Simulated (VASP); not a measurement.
**A VASP 6.6.1 single-point calculation on SiC**

INCAR

```
PREC = Accurate
ALGO = Damped
LASPH = .TRUE.
SIGMA = 0.02
TIME = 0.5
NSW = 0
LCHARG = .FALSE.
IBRION = -1
LREAL = .FALSE.
ISMEAR = -1
NELM = 120
ENCUT = 520
NELECT = 16.5
ISIF = 2
GGA = PE
EDIFF = 1E-7
NBANDS = 16
LWAVE = .FALSE.
```

KPOINTS

```
KPOINTS created by Atomic Simulation Environment
0
Gamma
12 12 6
0 0 0
```

POSCAR

```
Si C
 1.0000000000000000
     3.0446026768352743    0.0000000000000000    0.0000000000000000
    -1.5223013384176372    2.6367032625694513    0.0000000000000000
     0.0000000000000000    0.0000000000000000    4.9976270101000004
 Si  C
   2   2
Cartesian
 -0.0000000000000000  1.7578021750463011 -0.0019828898376852
  1.5223013384176367  0.8789010875231505  2.4968306152123150
 -0.0000000000000000  1.7578021750463011  1.8760930186251852
  1.5223013384176367  0.8789010875231505  4.3749065236751852
```

The recommended PBE PAW datasets give the neutral cell 16 valence electrons.

Command

```
mpirun -np 1 vasp_std
```

Task: How does this run end, and what does it give?

Result: It converged. Results: pressure 35.8 GPa; largest force 0.45 eV/Å.

OSZICAR

```
N       E                     dE             d eps       ncg     rms           ort
DAV:   1     0.745872171469E+02    0.74587E+02   -0.82087E+03  1216   0.995E+02
DAV:   2    -0.144712733091E+02   -0.89058E+02   -0.79506E+02  1216   0.206E+02
DAV:   3    -0.260756371766E+02   -0.11604E+02   -0.10937E+02  1216   0.691E+01
DAV:   4    -0.277758675402E+02   -0.17002E+01   -0.16434E+01  1216   0.273E+01
DAV:   5    -0.280789348013E+02   -0.30307E+00   -0.29559E+00  1216   0.998E+00
SDA:   6    -0.189959241468E+02    0.90830E+01   -0.80705E+01  1216   0.161E+02   0.000E+00
DMP:   7    -0.237205635650E+02   -0.47246E+01   -0.90181E+00  1216   0.848E+00   0.287E+01
DMP:   8    -0.238383049464E+02   -0.11774E+00   -0.27683E+00  1216   0.990E+00  -0.131E+01
DMP:   9    -0.240345695122E+02   -0.19626E+00   -0.25757E+00  1216   0.440E+00   0.227E+00
DMP:  10    -0.241687553530E+02   -0.13419E+00   -0.19353E-01  1216   0.323E-01   0.193E-01
DMP:  11    -0.241686156697E+02    0.13968E-03   -0.17466E-01  1216   0.481E-01  -0.395E-01
DMP:  12    -0.241805739714E+02   -0.11958E-01   -0.84678E-02  1216   0.126E-01   0.130E-01
DMP:  13    -0.241844332093E+02   -0.38592E-02   -0.54450E-03  1216   0.159E-02  -0.151E-02
DMP:  14    -0.241845197505E+02   -0.86541E-04   -0.87261E-03  1216   0.200E-02  -0.758E-03
DMP:  15    -0.241850970487E+02   -0.57730E-03   -0.26503E-03  1216   0.344E-03   0.559E-03
DMP:  16    -0.241852019535E+02   -0.10490E-03   -0.16082E-04  1216   0.692E-04  -0.111E-03
DMP:  17    -0.241852061641E+02   -0.42107E-05   -0.34694E-04  1216   0.746E-04  -0.157E-04
DMP:  18    -0.241852285968E+02   -0.22433E-04   -0.85390E-05  1216   0.105E-04   0.196E-04
DMP:  19    -0.241852318119E+02   -0.32151E-05   -0.83773E-06  1216   0.326E-05  -0.476E-05
DMP:  20    -0.241852322858E+02   -0.47389E-06   -0.13963E-05  1216   0.277E-05   0.571E-07
DMP:  21    -0.241852331497E+02   -0.86393E-06   -0.28387E-06  1216   0.330E-06   0.712E-06
DMP:  22    -0.241852332282E+02   -0.78451E-07   -0.37680E-07  1216   0.138E-06  -0.188E-06
   1 F= -.24185233E+02 E0= -.24184507E+02  d E =-.145302E-02
```

The cell is charged and sits in a uniform background.

For comparison, a separate PBE run of the intended cell, on usual settings and not on those above, gives a gap of 2.22 eV on its mesh and a pressure of 10.7 GPa.
